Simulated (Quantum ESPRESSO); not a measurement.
**AlNi in Quantum ESPRESSO: the effect of functional**

The system is AlNi.

```xyz
2
Lattice="2.8810 0.0000 0.0000 0.0000 2.8810 0.0000 0.0000 0.0000 2.8810" Properties=species:S:1:pos:R:3 pbc="T T T"
Ni    1.4405    1.4405    1.4405
Al    0.0000    0.0000    0.0000
```

Alike in all runs:

```yaml
Program: Quantum ESPRESSO 7.5
Task: phonons
Cutoff: 612 eV
Density_cutoff: 4898 eV
k_mesh: 6 × 6 × 6
Occupations: cold, width 0.2 eV
Spin: collinear spin, ferromagnetic start
Starting_moments: "[1.0, 0.0] μB"
```

Each run relaxes the cell or the atoms first.

```csv
functional,potentials or basis,relaxed volume (Å³/atom)
LDA,GBRV 1.5 LDA,11.40
PBE,GBRV 1.5 PBE,12.12
PBEsol,GBRV 1.5 PBEsol,11.74
revPBE,GBRV 1.5 PBE,12.31
PW91,GBRV 1.5 PBE,12.09
BLYP,GBRV 1.5 PBE,?
```

What does the run with functional BLYP give?

Relaxed volume 12.48 Å³/atom.

Caveats: all runs use coarse meshes; the mesh is thin for the phonons of a metal; the potentials were made for another functional, which shifts forces and pressure (some runs); the acoustic modes lie far from zero, so the frequencies are unreliable (some runs).
